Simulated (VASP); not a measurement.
The system is Sb.

```xyz
1
Lattice="0.0000 2.3050 2.3050 2.3050 0.0000 2.3050 2.3050 2.3050 0.0000" Properties=species:S:1:pos:R:3 pbc="T T T"
Sb    0.0000    0.0000    0.0000
```

This isn't the form of Sb at room conditions, which is rhombohedral.

Base run:

```yaml
Program: VASP 6.6.1
Functional: r2SCAN
Potentials_or_basis: VASP PAW PBE potentials, release 64 (Sb)
Cutoff: 520 eV
k_mesh: 14 × 14 × 14
Occupations: fermi-dirac, width 0.03 eV
Spin: no spin polarisation
```

Its results: band gap on the k mesh none (metal or under the smearing width); pressure 7.9 GPa.

**Question.** The run is repeated on the same cell with these changes: functional from r2SCAN to PBEsol; further incar settings from ALGO = Normal; EDIFF = 1e-07; NBANDS = 8 to ALGO = Fast; EDIFF = 1e-08; NBANDS = 8. What comes out?

**Answer.** Band gap on the k mesh none (metal or under the smearing width); pressure 5.1 GPa.

Caveats: the PAW data sets were made with another functional, which shifts forces and pressure a little.
